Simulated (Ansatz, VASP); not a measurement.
## PbF2 in VASP and in Ansatz

File INCAR:

```
  PREC = Accurate
  ENCUT = 520
  EDIFF = 1E-6
  ISMEAR = 0
  SIGMA = 0.1
  LREAL = F
  LASPH = T
  NELM = 80
  ALGO = Normal
  ISIF = 2
  LWAVE = F
  LCHARG = F
  GGA = B5
  ALDAX = 1.0
  AGGAX = 1.0
  AGGAC = 1.0
  ALDAC = 0.0
  NBANDS = 21
```

KPOINTS

```
regular mesh
0
Gamma
  4 4 4
```

Contents of POSCAR:

```
PbF2
1.0
    0.0000000000      2.9579484323      2.9579484323
    2.9579484323      0.0000000000      2.9579484323
    2.9579484323      2.9579484323      0.0000000000
Pb F
1 2
Direct
    0.0000000000      0.0000000000      0.0000000000
    0.7500000000      0.7500000000      0.7500000000
    0.2500000000      0.2500000000      0.2500000000
```

Input for Ansatz:

```yaml
crystal:
  lattice:
    - [0.0, 2.9579484323, 2.9579484323]
    - [2.9579484323, 0.0, 2.9579484323]
    - [2.9579484323, 2.9579484323, 0.0]
  atoms:
    - { symbol: Pb, position: [0.0, 0.0, 0.0] }
    - { symbol: F, position: [0.75, 0.75, 0.75] }
    - { symbol: F, position: [0.25, 0.25, 0.25] }
basis:
  ecutwfc: 610
kpoints:
  mp_grid: { grid: [4, 4, 4] }
hamiltonian:
  xc: blyp
scf:
  occupations: { method: gaussian, width: 0.1 }
output:
  forces: true
  stress: true
  eigenvalues: true
```

Alike in both runs: task single point; functional BLYP; k mesh 4 × 4 × 4; occupations gaussian, width 0.1 eV; no spin polarisation.

|  | VASP | Ansatz |
| --- | --- | --- |
| version | VASP 6.6.1 | Ansatz 0.2.0 |
| potentials or method | VASP PAW PBE potentials, release 64 (Pb_d, F) | scalar-relativistic, plane waves, PAW |
| plane-wave cutoff (eV) | 520 | 610 |
| valence electrons in the cell | 28 | 28 |

|  | VASP | Ansatz | Ansatz less VASP |
| --- | --- | --- | --- |
| gap on the k mesh at the Fermi level (eV) | 4.49 | 4.51 | +0.026 |
| least direct gap on the mesh (eV) | 4.63 | 4.66 | +0.027 |
| pressure (GPa) | 5.5 | 5.5 | +0.03 |

Caveats: the k mesh is coarse (spacing up to 0.46 Å⁻¹), so the values aren't converged; the PAW data sets were made with another functional, which shifts forces and pressure a little (VASP); spin-orbit coupling is left out, which as a rule narrows the gap of such compounds by several tenths of an eV. A k mesh can miss the band edges.
